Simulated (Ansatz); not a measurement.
# Rhodium, fcc under RPBE: structure, energy and stiffness, part 2 of 2

What does RPBE give for rhodium in the fcc structure? We relax it, solve it on a dense k-mesh, switch on spin-orbit coupling, then scale the cell to 7 volumes from 88 to 112 % of the relaxed one and try a fit of the equation of state. The start is ferromagnetic. The k-meshes are 14×14×14 for the relaxation; 23×23×23 for the dense run; 14×14×14 for spin-orbit coupling; 23×23×23 for the volumes. It starts from a deposited cell (COD).

Ansatz 0.2.0; DFT, RPBE, plane waves (420 eV) with PAW, scalar-relativistic. Earlier steps stand in the parts before.

## Step 6: The cell scaled to 92 % of its volume

File input.yaml:

```yaml
crystal:
  lattice:
    - [0.0, 1.8741963338, 1.8741963338]
    - [1.8741963338, 0.0, 1.8741963338]
    - [1.8741963338, 1.8741963338, 0.0]
  atoms:
    - { symbol: Rh, position: [0.0, 0.0, 0.0], spin: 1.0 }
hamiltonian:
  xc: rpbe
  pseudopotentials:
    kind: paw
    azcp:
      Rh: "pseudopotentials/Rh.paw.azcp"
basis:
  ecutwfc: 420
  fft_grid_basis: typed
kpoints:
  mp_grid: { grid: [23, 23, 23], shift: [0, 0, 0] }
magnetization:
  spin_polarized: true
scf:
  occupations: { method: fermi_dirac, width: 0.05 }
output:
  stress: true
```

What it wrote, cut to the lines that bear on the results:

```text
Warning: RAYON_NUM_THREADS=4 ignored (pool sized by the plan → 4); use --threads N
[...]
Pseudopotentials: kind: paw
Pseudopotential: Rh, paw, valence charge 17, recommended cutoff 420 eV (normal), <dir>
Functional definition: RPBE
[...]
Crystal: 1 atoms, lattice volume = 13.167 Å³
Basis set: ecut = 420 eV, 259 PW (Γ)
Bands: 13, of which v1, the nominal top of the filled ones, is band 9 counted from 1 (8 counted from 0)
Symmetry: 48 space group operations
Space group: Fm-3m (ITA 225), of the structure as read, at distance tolerance 2.4e-5 Å
Magnetic group: BNS 225.116 (UNI 1618), of the structure as read, at distance tolerance 2.4e-5 Å
k-points: 364 of 12167
[...]
Starting moments: Σ|m| = 1 μB on 1 of 1 site
[...]
SCF iter   1: F=—  HF=-6411.070487 eV  |F-HF|=—  |Δ(HF+E_count)|=         —  Δρ=1.02e-1 (↑1.02e-1 ↓3.96e-2)  dr2=1.48e0  dr2_m=3.43e-1  M=0.113 μB ∫|m|=0.113 μB  β_m=0.30  ethr=3.10e-3  ⟨swp⟩=5.2  Hψ=51510  notcnv=0
[...]
SCF iter   9: F=-6410.297982 eV  HF=-6410.297982 eV  |F-HF|=1.82e-12  |Δ(HF+E_count)|=  7.28e-12  Δρ=6.63e-8 (↑6.00e-8 ↓6.63e-8)  dr2=2.43e-13  dr2_m=1.66e-13  M=0.000 μB ∫|m|=0.000 μB  ethr=1.00e-12  ⟨swp⟩=1.0  Hψ=21840  notcnv=0
[...]
WARN: the starting moments were not kept: the SCF closed with an absolute magnetisation of 6.1e-7 μB, where they sum to 1 μB in size (1 site). That is at most 0.1 of that sum. Measured as dr2_m measures the in/out step, that magnetisation stands 2.1e-13 eV from none, at or under the [...]
SCF converged after 9 iterations
Magnetization: 0.0000 μB (8.5000 up, 8.5000 down)
Absolute magnetization: 0.0000 μB (∫|ρ↑−ρ↓|, with the PAW one-centre terms)
Spin contamination: 0.0000 ħ² per cell (⟨S²⟩ above its minimum at these occupations)
Per-site moments (μB) at R_I (Å): [(4.931622737910374e-7, 1.0933369729465807)]
Free energy (F): -6410.297982 eV
[...]
E sigma→0 (E₀):  -6410.293081 eV
Entropy (-TS):   -0.009802 eV (-9.802 meV/atom)
Fermi energy:    23.743355 eV
[...]
--- Stress (GPa, compression-positive) ---
       24.597556      -0.000000      -0.000000
        0.000000      24.597556      -0.000000
       -0.000000       0.000000      24.597556
  P = ⅓ Tr σ = 24.5976 GPa (245.976 kbar)
```

Run time: 3.2 s. Hardware: 4 threads of an Arm CPU, shared host; peak memory 0.36 GiB.

## Step 7: The cell scaled to 96 % of its volume

input.yaml, as its differences from that of step 6:

```diff
@@ -2,5 +2,5 @@
   lattice:
-    - [0.0, 1.8741963338, 1.8741963338]
-    - [1.8741963338, 0.0, 1.8741963338]
-    - [1.8741963338, 1.8741963338, 0.0]
+    - [0.0, 1.9009741849, 1.9009741849]
+    - [1.9009741849, 0.0, 1.9009741849]
+    - [1.9009741849, 1.9009741849, 0.0]
   atoms:
```

What it wrote, cut to the lines that bear on the results:

```text
Warning: RAYON_NUM_THREADS=4 ignored (pool sized by the plan → 4); use --threads N
[...]
Pseudopotentials: kind: paw
Pseudopotential: Rh, paw, valence charge 17, recommended cutoff 420 eV (normal), <dir>
Functional definition: RPBE
[...]
Crystal: 1 atoms, lattice volume = 13.739 Å³
Basis set: ecut = 420 eV, 283 PW (Γ)
Bands: 13, of which v1, the nominal top of the filled ones, is band 9 counted from 1 (8 counted from 0)
Symmetry: 48 space group operations
Space group: Fm-3m (ITA 225), of the structure as read, at distance tolerance 2.4e-5 Å
Magnetic group: BNS 225.116 (UNI 1618), of the structure as read, at distance tolerance 2.4e-5 Å
k-points: 364 of 12167
[...]
Starting moments: Σ|m| = 1 μB on 1 of 1 site
[...]
SCF iter   1: F=—  HF=-6411.074413 eV  |F-HF|=—  |Δ(HF+E_count)|=         —  Δρ=9.85e-2 (↑9.85e-2 ↓3.74e-2)  dr2=1.47e0  dr2_m=3.32e-1  M=0.125 μB ∫|m|=0.125 μB  β_m=0.30  ethr=3.10e-3  ⟨swp⟩=5.1  Hψ=51650  notcnv=0
[...]
SCF iter   9: F=-6410.360133 eV  HF=-6410.360133 eV  |F-HF|=9.09e-13  |Δ(HF+E_count)|=  1.46e-11  Δρ=8.57e-8 (↑7.06e-8 ↓8.57e-8)  dr2=2.89e-12  dr2_m=8.49e-14  M=0.000 μB ∫|m|=0.000 μB  ethr=1.00e-12  ⟨swp⟩=1.0  Hψ=23229  notcnv=0
[...]
WARN: the starting moments were not kept: the SCF closed with an absolute magnetisation of 2.6e-7 μB, where they sum to 1 μB in size (1 site). That is at most 0.1 of that sum. Measured as dr2_m measures the in/out step, that magnetisation stands 3.1e-14 eV from none, at or under the [...]
SCF converged after 9 iterations
Magnetization: 0.0000 μB (8.5000 up, 8.5000 down)
Absolute magnetization: 0.0000 μB (∫|ρ↑−ρ↓|, with the PAW one-centre terms)
Spin contamination: 0.0000 ħ² per cell (⟨S²⟩ above its minimum at these occupations)
Per-site moments (μB) at R_I (Å): [(1.2588055435763225e-7, 1.108958183027772)]
Free energy (F): -6410.360133 eV
[...]
E sigma→0 (E₀):  -6410.354861 eV
Entropy (-TS):   -0.010545 eV (-10.545 meV/atom)
Fermi energy:    22.494651 eV
[...]
--- Stress (GPa, compression-positive) ---
       10.760172       0.000000       0.000000
        0.000000      10.760172      -0.000000
       -0.000000       0.000000      10.760172
  P = ⅓ Tr σ = 10.7602 GPa (107.602 kbar)
```

Wall time 3.1 s (4 threads of an Arm CPU, shared host); peak memory 0.36 GiB.

## Step 8: The cell scaled to 100 % of its volume

input.yaml, as its differences from that of step 7:

```diff
@@ -2,5 +2,5 @@
   lattice:
-    - [0.0, 1.9009741849, 1.9009741849]
-    - [1.9009741849, 0.0, 1.9009741849]
-    - [1.9009741849, 1.9009741849, 0.0]
+    - [0.0, 1.9270181635, 1.9270181635]
+    - [1.9270181635, 0.0, 1.9270181635]
+    - [1.9270181635, 1.9270181635, 0.0]
   atoms:
```

What it wrote, cut to the lines that bear on the results:

```text
Warning: RAYON_NUM_THREADS=4 ignored (pool sized by the plan → 4); use --threads N
[...]
Pseudopotentials: kind: paw
Pseudopotential: Rh, paw, valence charge 17, recommended cutoff 420 eV (normal), <dir>
Functional definition: RPBE
[...]
Crystal: 1 atoms, lattice volume = 14.312 Å³
Basis set: ecut = 420 eV, 283 PW (Γ)
Bands: 13, of which v1, the nominal top of the filled ones, is band 9 counted from 1 (8 counted from 0)
Symmetry: 48 space group operations
Space group: Fm-3m (ITA 225), of the structure as read, at distance tolerance 2.4e-5 Å
Magnetic group: BNS 225.116 (UNI 1618), of the structure as read, at distance tolerance 2.4e-5 Å
k-points: 364 of 12167
[...]
Starting moments: Σ|m| = 1 μB on 1 of 1 site
[...]
SCF iter   1: F=—  HF=-6411.035506 eV  |F-HF|=—  |Δ(HF+E_count)|=         —  Δρ=9.50e-2 (↑9.50e-2 ↓3.54e-2)  dr2=1.45e0  dr2_m=3.20e-1  M=0.138 μB ∫|m|=0.138 μB  β_m=0.30  ethr=3.10e-3  ⟨swp⟩=5.0  Hψ=51505  notcnv=0
[...]
SCF iter   9: F=-6410.378496 eV  HF=-6410.378496 eV  |F-HF|=3.64e-12  |Δ(HF+E_count)|=  6.37e-12  Δρ=9.77e-8 (↑9.59e-8 ↓9.77e-8)  dr2=5.09e-12  dr2_m=5.19e-14  M=-0.000 μB ∫|m|=0.000 μB  ethr=1.31e-12  ⟨swp⟩=1.0  Hψ=25679  notcnv=0
[...]
WARN: the starting moments were not kept: the SCF closed with an absolute magnetisation of 1.5e-7 μB, where they sum to 1 μB in size (1 site). That is at most 0.1 of that sum. Measured as dr2_m measures the in/out step, that magnetisation stands 7.0e-15 eV from none, at or under the [...]
SCF converged after 9 iterations
Magnetization: -0.0000 μB (8.5000 up, 8.5000 down)
Absolute magnetization: 0.0000 μB (∫|ρ↑−ρ↓|, with the PAW one-centre terms)
Spin contamination: 0.0000 ħ² per cell (⟨S²⟩ above its minimum at these occupations)
Per-site moments (μB) at R_I (Å): [(1.8091907422457495e-8, 1.1241512789764103)]
Free energy (F): -6410.378496 eV
[...]
E sigma→0 (E₀):  -6410.372830 eV
Entropy (-TS):   -0.011331 eV (-11.331 meV/atom)
Fermi energy:    21.346495 eV
[...]
--- Stress (GPa, compression-positive) ---
       -0.035188       0.000000       0.000000
       -0.000000      -0.035188       0.000000
       -0.000000       0.000000      -0.035188
  P = ⅓ Tr σ = -0.0352 GPa (-0.352 kbar)
```

It took 3.1 s on 4 threads of an Arm CPU, shared host; peak memory 0.37 GiB.

## Step 9: The cell scaled to 104 % of its volume

input.yaml, as its differences from that of step 8:

```diff
@@ -2,5 +2,5 @@
   lattice:
-    - [0.0, 1.9270181635, 1.9270181635]
-    - [1.9270181635, 0.0, 1.9270181635]
-    - [1.9270181635, 1.9270181635, 0.0]
+    - [0.0, 1.9523765737, 1.9523765737]
+    - [1.9523765737, 0.0, 1.9523765737]
+    - [1.9523765737, 1.9523765737, 0.0]
   atoms:
```

What it wrote, cut to the lines that bear on the results:

```text
Warning: RAYON_NUM_THREADS=4 ignored (pool sized by the plan → 4); use --threads N
[...]
Pseudopotentials: kind: paw
Pseudopotential: Rh, paw, valence charge 17, recommended cutoff 420 eV (normal), <dir>
Functional definition: RPBE
[...]
Crystal: 1 atoms, lattice volume = 14.884 Å³
Basis set: ecut = 420 eV, 283 PW (Γ)
Bands: 13, of which v1, the nominal top of the filled ones, is band 9 counted from 1 (8 counted from 0)
Symmetry: 48 space group operations
Space group: Fm-3m (ITA 225), of the structure as read, at distance tolerance 2.5e-5 Å
Magnetic group: BNS 225.116 (UNI 1618), of the structure as read, at distance tolerance 2.5e-5 Å
k-points: 364 of 12167
[...]
Starting moments: Σ|m| = 1 μB on 1 of 1 site
[...]
SCF iter   1: F=—  HF=-6410.964058 eV  |F-HF|=—  |Δ(HF+E_count)|=         —  Δρ=9.14e-2 (↑9.14e-2 ↓3.35e-2)  dr2=1.42e0  dr2_m=3.06e-1  M=0.152 μB ∫|m|=0.152 μB  β_m=0.30  ethr=3.10e-3  ⟨swp⟩=4.9  Hψ=51299  notcnv=0
[...]
SCF iter  10: F=-6410.362729 eV  HF=-6410.362729 eV  |F-HF|=1.82e-12  |Δ(HF+E_count)|=  3.91e-11  Δρ=7.50e-8 (↑7.50e-8 ↓5.58e-8)  dr2=1.59e-12  dr2_m=9.10e-14  M=0.000 μB ∫|m|=0.000 μB  ethr=1.08e-12  ⟨swp⟩=1.0  Hψ=26998  notcnv=0
[...]
WARN: the starting moments were not kept: the SCF closed with an absolute magnetisation of 6.3e-7 μB, where they sum to 1 μB in size (1 site). That is at most 0.1 of that sum. Measured as dr2_m measures the in/out step, that magnetisation stands 2.5e-13 eV from none, at or under the [...]
SCF converged after 10 iterations
Magnetization: 0.0000 μB (8.5000 up, 8.5000 down)
Absolute magnetization: 0.0000 μB (∫|ρ↑−ρ↓|, with the PAW one-centre terms)
Spin contamination: 0.0000 ħ² per cell (⟨S²⟩ above its minimum at these occupations)
Per-site moments (μB) at R_I (Å): [(5.611453386353255e-7, 1.1389444396217474)]
Free energy (F): -6410.362729 eV
[...]
E sigma→0 (E₀):  -6410.356647 eV
Entropy (-TS):   -0.012164 eV (-12.164 meV/atom)
Fermi energy:    20.287644 eV
[...]
--- Stress (GPa, compression-positive) ---
       -8.434919       0.000000      -0.000000
        0.000000      -8.434919      -0.000000
       -0.000000       0.000000      -8.434919
  P = ⅓ Tr σ = -8.4349 GPa (-84.349 kbar)
```

It took 3.5 s on 4 threads of an Arm CPU, shared host; peak memory 0.37 GiB.

## Step 10: The cell scaled to 108 % of its volume

input.yaml, as its differences from that of step 9:

```diff
@@ -2,5 +2,5 @@
   lattice:
-    - [0.0, 1.9523765737, 1.9523765737]
-    - [1.9523765737, 0.0, 1.9523765737]
-    - [1.9523765737, 1.9523765737, 0.0]
+    - [0.0, 1.9770928251, 1.9770928251]
+    - [1.9770928251, 0.0, 1.9770928251]
+    - [1.9770928251, 1.9770928251, 0.0]
   atoms:
```

What it wrote, cut to the lines that bear on the results:

```text
Warning: RAYON_NUM_THREADS=4 ignored (pool sized by the plan → 4); use --threads N
[...]
Pseudopotentials: kind: paw
Pseudopotential: Rh, paw, valence charge 17, recommended cutoff 420 eV (normal), <dir>
Functional definition: RPBE
[...]
Crystal: 1 atoms, lattice volume = 15.457 Å³
Basis set: ecut = 420 eV, 307 PW (Γ)
Bands: 13, of which v1, the nominal top of the filled ones, is band 9 counted from 1 (8 counted from 0)
Symmetry: 48 space group operations
Space group: Fm-3m (ITA 225), of the structure as read, at distance tolerance 2.5e-5 Å
Magnetic group: BNS 225.116 (UNI 1618), of the structure as read, at distance tolerance 2.5e-5 Å
k-points: 364 of 12167
[...]
Starting moments: Σ|m| = 1 μB on 1 of 1 site
[...]
SCF iter   1: F=—  HF=-6410.868805 eV  |F-HF|=—  |Δ(HF+E_count)|=         —  Δρ=8.77e-2 (↑8.77e-2 ↓3.17e-2)  dr2=1.38e0  dr2_m=2.90e-1  M=0.170 μB ∫|m|=0.170 μB  β_m=0.30  ethr=3.10e-3  ⟨swp⟩=4.9  Hψ=51443  notcnv=0
[...]
SCF iter  10: F=-6410.320464 eV  HF=-6410.320464 eV  |F-HF|=2.73e-12  |Δ(HF+E_count)|=  1.55e-10  Δρ=1.17e-7 (↑5.40e-8 ↓1.17e-7)  dr2=2.10e-13  dr2_m=7.69e-13  M=0.000 μB ∫|m|=0.000 μB  ethr=3.47e-12  ⟨swp⟩=1.0  Hψ=27801  notcnv=0
[...]
WARN: the starting moments were not kept: the SCF closed with an absolute magnetisation of 7.0e-7 μB, where they sum to 1 μB in size (1 site). That is at most 0.1 of that sum. Measured as dr2_m measures the in/out step, that magnetisation stands 2.8e-13 eV from none, at or under the [...]
SCF converged after 10 iterations
Magnetization: 0.0000 μB (8.5000 up, 8.5000 down)
Absolute magnetization: 0.0000 μB (∫|ρ↑−ρ↓|, with the PAW one-centre terms)
Spin contamination: 0.0000 ħ² per cell (⟨S²⟩ above its minimum at these occupations)
Per-site moments (μB) at R_I (Å): [(5.651464730767723e-7, 1.1533629885223702)]
Free energy (F): -6410.320464 eV
[...]
E sigma→0 (E₀):  -6410.313942 eV
Entropy (-TS):   -0.013044 eV (-13.044 meV/atom)
Fermi energy:    19.308423 eV
[...]
--- Stress (GPa, compression-positive) ---
      -14.942666       0.000000      -0.000000
       -0.000000     -14.942666      -0.000000
       -0.000000      -0.000000     -14.942666
  P = ⅓ Tr σ = -14.9427 GPa (-149.427 kbar)
```

It took 3.5 s on 4 threads of an Arm CPU, shared host; peak memory 0.38 GiB.

## Step 11: The cell scaled to 112 % of its volume

input.yaml, as its differences from that of step 10:

```diff
@@ -2,5 +2,5 @@
   lattice:
-    - [0.0, 1.9770928251, 1.9770928251]
-    - [1.9770928251, 0.0, 1.9770928251]
-    - [1.9770928251, 1.9770928251, 0.0]
+    - [0.0, 2.0012060897, 2.0012060897]
+    - [2.0012060897, 0.0, 2.0012060897]
+    - [2.0012060897, 2.0012060897, 0.0]
   atoms:
```

What it wrote, cut to the lines that bear on the results:

```text
Warning: RAYON_NUM_THREADS=4 ignored (pool sized by the plan → 4); use --threads N
[...]
Pseudopotentials: kind: paw
Pseudopotential: Rh, paw, valence charge 17, recommended cutoff 420 eV (normal), <dir>
Functional definition: RPBE
[...]
Crystal: 1 atoms, lattice volume = 16.029 Å³
Basis set: ecut = 420 eV, 331 PW (Γ)
Bands: 13, of which v1, the nominal top of the filled ones, is band 9 counted from 1 (8 counted from 0)
Symmetry: 48 space group operations
Space group: Fm-3m (ITA 225), of the structure as read, at distance tolerance 2.5e-5 Å
Magnetic group: BNS 225.116 (UNI 1618), of the structure as read, at distance tolerance 2.5e-5 Å
k-points: 364 of 12167
[...]
Starting moments: Σ|m| = 1 μB on 1 of 1 site
[...]
SCF iter   1: F=—  HF=-6410.756127 eV  |F-HF|=—  |Δ(HF+E_count)|=         —  Δρ=8.40e-2 (↑8.40e-2 ↓2.99e-2)  dr2=1.34e0  dr2_m=2.72e-1  M=0.191 μB ∫|m|=0.191 μB  β_m=0.30  ethr=3.10e-3  ⟨swp⟩=4.8  Hψ=51395  notcnv=0
[...]
SCF iter  10: F=-6410.257735 eV  HF=-6410.257735 eV  |F-HF|=3.64e-12  |Δ(HF+E_count)|=  6.09e-10  Δρ=2.99e-7 (↑9.13e-8 ↓2.99e-7)  dr2=1.00e-11  dr2_m=4.57e-12  M=0.000 μB ∫|m|=0.000 μB  ethr=1.20e-11  ⟨swp⟩=1.0  Hψ=27548  notcnv=0
[...]
WARN: the starting moments were not kept: the SCF closed with an absolute magnetisation of 4.7e-6 μB, where they sum to 1 μB in size (1 site). That is at most 0.1 of that sum. Measured as dr2_m measures the in/out step, that magnetisation stands 1.4e-11 eV from none, at or under the [...]
SCF converged after 10 iterations
Magnetization: 0.0000 μB (8.5000 up, 8.5000 down)
Absolute magnetization: 0.0000 μB (∫|ρ↑−ρ↓|, with the PAW one-centre terms)
Spin contamination: 0.0000 ħ² per cell (⟨S²⟩ above its minimum at these occupations)
Per-site moments (μB) at R_I (Å): [(4.405399044397751e-6, 1.1674297771774147)]
Free energy (F): -6410.257735 eV
[...]
E sigma→0 (E₀):  -6410.250750 eV
Entropy (-TS):   -0.013969 eV (-13.969 meV/atom)
Fermi energy:    18.400471 eV
[...]
--- Stress (GPa, compression-positive) ---
      -19.948922       0.000000       0.000000
        0.000000     -19.948922      -0.000000
        0.000000       0.000000     -19.948922
  P = ⅓ Tr σ = -19.9489 GPa (-199.489 kbar)
```

Wall time 3.7 s (4 threads of an Arm CPU, shared host); peak memory 0.38 GiB.

## Step 12: Fitting the volumes

The cell was scaled evenly, with its shape and the fractional positions fixed.

| V (Å³/atom) | E − E₀ (meV/atom) | P from the stress (GPa) | P from the fit (GPa) |
| --- | --- | --- | --- |
| 12.594 | 197.6 | 42.32 | 42.29 |
| 13.167 | 79.7 | 24.60 | 24.48 |
| 13.739 | 17.9 | 10.76 | 10.64 |
| 14.312 | 0.0 | -0.04 | -0.14 |
| 14.884 | 16.1 | -8.43 | -8.54 |
| 15.457 | 58.9 | -14.94 | -15.07 |
| 16.029 | 122.0 | -19.95 | -20.13 |

Fit (Birch-Murnaghan, third order): V₀ = 14.303 Å³/atom, B₀ = 238 GPa, B₀′ = 5.2, largest residual 0.05 meV/atom.

Fit and stress differ a little: one follows E(σ → 0), the other the smeared free energy.

## Step 13: What came out

What follows sums up all 2 parts.

```
                      quantity                         value
space group (spins left aside)               Fm-3m (No. 225)
             conventional cell                   a = 3.854 Å
                        volume                14.312 Å³/atom
             shortest distance                       2.725 Å
   against the measured volume       +4.1 % (13.752 Å³/atom)
               gap on the mesh  none (levels filled in part)
                magnetic state                  non-magnetic
                   V₀, B₀, B₀′  14.303 Å³/atom, 238 GPa, 5.2
```

Against experiment, RPBE misses the volume by +4.1 %. Cells that are too large are usual for this functional. The deposited cell holds zero-point motion and, unless taken cold, thermal expansion, so the miss against a static lattice is larger still. The moments die out: the run ends non-magnetic. No gap shows: it is a metal or semimetal at this level. Totals with and without spin-orbit coupling (-1.8 eV/atom apart) can't be read as binding, since the two-component data shift the zero of energy. B₀ comes out at 238 GPa.
